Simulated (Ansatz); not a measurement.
TiO2, one structure, two calculations

Cell: a structure deposited in the COD, ions relaxed with PBE at fixed cell.

Space group I4_1/amd:1 (No. 141); a = 3.7842, c = 9.5146 Å.

```csv
site,Wyckoff,site symmetry,x,y,z
Ti,4a,-4m2,0.0000,0.0000,0.0000
O,8e,2mm.,0.0000,0.0000,0.2088
```

One atom of each set is listed; the run and its k-mesh use a cell of 6 atoms with edges of 5.46, 5.46, 5.46 Å.

First run. All values are calculated (Ansatz; DFT, PBE, plane waves and PAW, scalar-relativistic, 420 eV cutoff, Γ-centred 11×11×11 k-points, Fermi–Dirac smearing 0.02 eV), not measured.

```json
{"site": "Ti", "V_zz (10²¹ V/m²)": "1.23", "η": "0.00"}
{"site": "O", "V_zz (10²¹ V/m²)": "1.85", "η": "0.50"}
```

Second run. The same atoms and settings, except that the functional is PBEsol.

(1) Given the first result, estimate the second.

Results:

(1) 

| site | V_zz | η | change of V_zz |
| --- | --- | --- | --- |
| Ti | 1.26 | 0.00 | +0.03 |
| O | 1.71 | 0.44 | -0.14 |

The largest change of V_zz is on O, from 1.85 to 1.71. In per cent, |V_zz| changes by +2 on Ti, -8 on O (all sites that start above 0.5).

For the first run: At this cell the principal stresses reach 5 GPa in size with PBE, which can matter for small gradients.
